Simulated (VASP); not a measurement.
# ZnCu (Pm-3m) in VASP: notebook

Runs on ZnCu. Level: r2SCAN. Tasks: single point.

Program: VASP 6.6.1. These are calculated values, not measurements. Logs are shortened: lines on timing, memory, paths and dates and some standing lists are left out, and cuts for length are marked.

## Step 1: The crystal as given

The structure is cubic, space group Pm-3m (No. 221). Conventional cell: a = 2.945 Å, b = 2.945 Å, c = 2.945 Å, α = 90.00°, β = 90.00°, γ = 90.00°. Around Zn (site symmetry m-3m) lie 8 Cu at 2.55 Å. Cu (site symmetry m-3m) is surrounded by 8 Zn at 2.55 Å.

## Step 2: Single point, r2SCAN

File INCAR:

```
SYSTEM = ZnCu
PREC     = Accurate       ! precision mode
ENCUT    = 500            ! plane-wave cutoff, eV
EDIFF    = 1E-6           ! SCF threshold, eV
ISMEAR   = -1             ! smearing method
SIGMA    = 0.1            ! smearing width, eV
LREAL    = .FALSE.        ! projectors in reciprocal space
LASPH    = .TRUE.         ! aspherical terms in the spheres
NELM     = 100            ! most SCF steps
ALGO     = Normal         ! electronic algorithm
ISIF     = 2              ! what is computed and relaxed
LWAVE    = .FALSE.        ! write WAVECAR
LCHARG   = .FALSE.        ! write CHGCAR
METAGGA  = R2SCAN         ! meta-GGA
LMIXTAU  = .TRUE.       
ADDGRID  = .FALSE.
```

File KPOINTS:

```
regular mesh
0
G
  3 3 3
  0 0 0
```

File POSCAR:

```
ZnCu
1.0
    2.9450000000      0.0000000000      0.0000000000
    0.0000000000      2.9450000000      0.0000000000
    0.0000000000      0.0000000000      2.9450000000
Zn Cu
1 1
Direct
    0.5128410000      0.4877280000      0.4845920000
   -0.0040920000      0.0326400000      0.0060300000
```

Potentials or basis: VASP PAW PBE potentials, release 64 (Zn, Cu).

The run is started by

```sh
$ cat potpaw_PBE.64/Zn/POTCAR potpaw_PBE.64/Cu/POTCAR > POTCAR
$ mpirun -np 1 vasp_std > vasp.out
```

OUTCAR:

```text
SYSTEM = ZnCu
   PREC = Accurate
   ENCUT = 500
   EDIFF = 1E-6
   ISMEAR = -1
   LREAL = .FALSE.
   LASPH = .TRUE.
   NELM = 100
   ISIF = 2
   METAGGA = R2SCAN

 Found     14 irreducible k-points:

 Following reciprocal coordinates:
            Coordinates               Weight
  0.000000  0.000000  0.000000      1.000000
  0.333333  0.000000  0.000000      2.000000
  0.000000  0.333333  0.000000      2.000000
  0.000000  0.000000  0.333333      2.000000
  0.333333  0.333333  0.000000      2.000000
  0.000000  0.333333  0.333333      2.000000
   k-points           NKPTS =     14   k-points in BZ     NKDIM =     14   number of bands    NBANDS=     15
   number of dos      NEDOS =    301   number of ions     NIONS =      2
   total plane-waves  NPLWV =  13824
   dimension x,y,z NGX =    24 NGY =   24 NGZ =   24
   dimension x,y,z NGXF=    48 NGYF=   48 NGZF=   48
   ions per type =               1   1
   NGX,Y,Z   is equivalent  to a cutoff of  13.55, 13.55, 13.55 a.u.
   NGXF,Y,Z  is equivalent  to a cutoff of  27.10, 27.10, 27.10 a.u.
 SYSTEM =  ZnCu
   PREC   = accura    normal or accurate (medium, high low for compatibility)
   ISTART =      0    job   : 0-new  1-cont  2-samecut
   ICHARG =      2    charge: 1-file 2-atom 10-const
   ISPIN  =      1    spin polarized calculation?
   LNONCOLLINEAR =      F non collinear calculations
   LSORBIT =      F    spin-orbit coupling
   LASPH  =      T    aspherical Exc in radial PAW
   ENCUT  =  500.0 eV  36.75 Ry    6.06 a.u.   5.37  5.37  5.37*2*pi/ulx,y,z
   NELM   =    100;   NELMIN=  2; NELMDL= -5     # of ELM steps
   EDIFF  = 0.1E-05   stopping-criterion for ELM
   LREAL  =      F    real-space projection
   EDIFFG = 0.1E-04   stopping-criterion for IOM
   NSW    =      0    number of steps for IOM
   IBRION =     -1    ionic relax: 0-MD 1-quasi-New 2-CG
   NFREE  =      0    steps in history (QN), initial steepest desc. (CG)
   ISIF   =      2    stress and relaxation
   ISYM   =      2    0-nonsym 1-usesym 2-fastsym
   POTIM  = 0.5000    time-step for ionic-motion
   TEBEG  =    0.0;   TEEND  =   0.0 temperature during run
   PSTRESS=    0.0 pullay stress
   NELECT =      23.0000    total number of electrons
   NUPDOWN=      -1.0000    fix difference up-down
   EMIN   =  10.00;   EMAX   =-10.00  energy-range for DOS
   EFERMI =   0.00;   METHOD = LEGACY
   ISMEAR =    -1;   SIGMA  =   0.10  broadening in eV -4-tet -1-fermi 0-gaus
   EFERMI_NEDOS =   21; number of points for ismear=-14 and -15
   IALGO  =     38    algorithm
   IMIX   =      4    mixing-type and parameters
     AMIX     =   0.40;   BMIX     =  1.00
     AMIX_MAG =   1.60;   BMIX_MAG =  1.00
  volume/ion in A,a.u.               =      12.77        86.18
  Fermi-wavevector in a.u.,A,eV,Ry     =   1.580880  2.987429 34.003415  2.499180
  Thomas-Fermi vector in A             =   2.681040
   LORBIT       =      0    0 simple, 1 ext, 2 COOP (PROOUT), +10 PAW based schemes
   METAGGA = R2SCAN    functional components
   LHFCALC =     F    Hartree Fock is set to
   AEXX    =    0.0000 exact exchange contribution
   IVDW    =     0    specifies the selected vdW correction
   LEPSILON=     F    determine dielectric tensor
   LRPA    =     F    only Hartree local field effects (RPA)
 non-spin polarized calculation
  energy-cutoff  :      500.00
  volume of cell :       25.54
 maximum number of plane-waves:       655
 NGX is ok and might be reduce to    24
   NGX = 11   NGY = 11   NGZ = 11

 number of electron      22.9999998 magnetization

 Free energy of the ion-electron system (eV)
  ---------------------------------------------------
  ext. energy  EPLUGINS =         0.00000000
  ---------------------------------------------------
  free energy    TOTEN  =       -19.53463303 eV

  energy without entropy =      -19.47568229  energy(sigma->0) =      -19.50515766

 E-fermi :   5.3781     XC(G=0): -13.5224

 val. band max:        5.3312156969   @ k =   0.0000  -0.3333   0.3333
 cond. band min:       7.8048065794   @ k =   0.0000  -0.3333   0.3333
 fundamental gap:      2.4735908825
 Fermi energy:         5.3781342236

 k-point     1 :       0.0000    0.0000    0.0000
  band No.  band energies     occupation
      1      -5.3921      2.00000
      2      -2.8116      2.00000
      3      -2.7983      2.00000
      4      -2.0963      2.00000
      5      -2.0710      2.00000
      6      -2.0684      2.00000
      7       1.5395      2.00000
      8       1.5588      2.00000
      9       2.4290      2.00000
     10       2.4292      2.00000
     11       2.4361      2.00000
     12      11.9881      0.00000
     13      11.9972      0.00000
     14      12.0753      0.00000
     15      16.8099      0.00000

 k-point     2 :       0.3333    0.0000    0.0000
  band No.  band energies     occupation
      1      -3.5038      2.00000
      2      -2.6382      2.00000
      3      -2.3387      2.00000
      4      -2.2149      2.00000
      5      -2.2033      2.00000
      6      -2.0215      2.00000
      7       1.3843      2.00000
      8       1.4806      2.00000
      9       2.0134      2.00000
     10       2.0339      2.00000
     11       2.3913      2.00000
     12       4.5907      1.99924
     13      14.8604      0.00000
     14      14.8794      0.00000
     15      17.9954      0.00000
[... 41 lines left out ...]
      3      -2.2904      2.00000
      4      -2.2210      2.00000
      5      -2.1187      2.00000
      6      -0.9712      2.00000
      7       1.3769      2.00000
      8       1.9238      2.00000
      9       2.0038      2.00000
     10       2.1531      2.00000
     11       2.3156      2.00000
     12       5.3302      1.23527
     13       7.8104      0.00000
     14      12.8647      0.00000
     15      17.1380      0.00000

 k-point     6 :       0.0000    0.3333    0.3333
  band No.  band energies     occupation
      1      -2.8844      2.00000
      2      -2.6663      2.00000
      3      -2.2739      2.00000
      4      -2.2368      2.00000
      5      -2.1156      2.00000
      6      -0.9798      2.00000
      7       1.3754      2.00000
      8       1.9382      2.00000
      9       1.9814      2.00000
     10       2.1527      2.00000
     11       2.3133      2.00000
     12       5.3263      1.25351
     13       7.8414      0.00000
     14      12.8394      0.00000
     15      17.1395      0.00000

 [... further k-points ...]

------------------------ aborting loop because EDIFF is reached ----------------------------------------

  FORCE on cell =-STRESS in cart. coord.  units (eV):
  Direction    XX          YY          ZZ          XY          YZ          ZX
  --------------------------------------------------------------------------------------
  -------------------------------------------------------------------------------------
  Total       -0.0576559     -0.2251732     -0.0837489     -0.1102216      0.1382004     -0.0547114
  in kB       -3.6165854    -14.1244444     -5.2533195     -6.9138705      8.6689007     -3.4318844
  external PRESSURE =      -7.6647831 kB  Pullay stress =       0.0000000 kB

 VOLUME and BASIS-vectors are now :
 -----------------------------------------------------------------------------
  energy-cutoff  :      500.00
  volume of cell :       25.54
      direct lattice vectors                 reciprocal lattice vectors
     2.945000000  0.000000000  0.000000000     0.339558574  0.000000000  0.000000000
     0.000000000  2.945000000  0.000000000     0.000000000  0.339558574  0.000000000
     0.000000000  0.000000000  2.945000000     0.000000000  0.000000000  0.339558574

 POSITION                                       TOTAL-FORCE (eV/Angst)
 -----------------------------------------------------------------------------------
      1.51032      1.43636      1.42712        -0.277619      0.668564      0.350213
      2.93295      0.09612      0.01776         0.277619     -0.668564     -0.350213
 -----------------------------------------------------------------------------------
    total drift:                               -0.002372      0.009290      0.009037

  FREE ENERGIE OF THE ION-ELECTRON SYSTEM (eV)
  ---------------------------------------------------
  free  energy   TOTEN  =       -19.5346330343 eV

  energy  without entropy=      -19.4756822876  energy(sigma->0) =      -19.50515766
```

stdout:

```text
POSCAR found type information on POSCAR ZnCu
 POSCAR found :  2 types and       2 ions
 scaLAPACK will be used
 -----------------------------------------------------------------------------
|                                                                             |
|                                                                             |
|     You enforced a specific xc type in the INCAR file but a different       |
|     I HOPE YOU KNOW WHAT YOU ARE DOING!                                     |
|                                                                             |
 -----------------------------------------------------------------------------

 LDA part: xc-table for (None), standard interpolation
 POSCAR, INCAR and KPOINTS ok, starting setup
 FFT: planning ... GRIDC
 FFT: planning ... GRID_SOFT
 FFT: planning ... GRID
 WAVECAR not read
 entering main loop
```

Run time: 23 s. Hardware: 1 thread of Intel Xeon Platinum 8259CL at 2.50GHz (Skylake/Cascade Lake), shared host; peak memory 0.14 GiB.

The run converged, but some of its settings lie outside the range that counts as converged, so its numbers aren't taken as properties of the crystal.

What came out:

```yaml
Free_energy: -19.5346 eV
Pressure: -0.8 GPa
Largest_force: 0.804 eV/Å
Band_gap_on_the_k_mesh: none (metal or under the smearing width)
```

Caveat: the k mesh is coarse (spacing up to 0.71 Å⁻¹), so the values aren't converged; the PAW data sets were made with another functional, which shifts forces and pressure a little.

## Step 3: Single point, r2SCAN

Changes to INCAR since step 2:

```diff
@@ -2,3 +2,3 @@
 PREC     = Accurate       ! precision mode
-ENCUT    = 500            ! plane-wave cutoff, eV
+ENCUT    = 600            ! plane-wave cutoff, eV
 EDIFF    = 1E-6           ! SCF threshold, eV
```

KPOINTS is that of step 2.

File POSCAR:

```
ZnCu
1.0
    2.9450000000      0.0000000000      0.0000000000
    0.0000000000      2.9450000000      0.0000000000
    0.0000000000      0.0000000000      2.9450000000
Zn Cu
1 1
Direct
    0.5000000000      0.5000000000      0.5000000000
    0.0000000000      0.0000000000      0.0000000000
```

Potentials or basis: VASP PAW PBE potentials, release 64 (Zn, Cu).

The run is started by

```sh
$ cat potpaw_PBE.64/Zn/POTCAR potpaw_PBE.64/Cu/POTCAR > POTCAR
$ mpirun -np 1 vasp_std > vasp.out
```

It took 14 s on 1 thread of Intel Xeon Platinum 8259CL at 2.50GHz (Skylake/Cascade Lake), shared host; peak memory 0.14 GiB.

The run converged, but some of its settings lie outside the range that counts as converged, so its numbers aren't taken as properties of the crystal.

What came out:

| Item | Value |
| --- | --- |
| Free energy | -19.5952 eV |
| Pressure | -2.3 GPa |
| Band gap on the k mesh | none (metal or under the smearing width) |

Caveat: the k mesh is coarse (spacing up to 0.71 Å⁻¹), so the values aren't converged; the PAW data sets were made with another functional, which shifts forces and pressure a little.

[end of part 1 of 2]
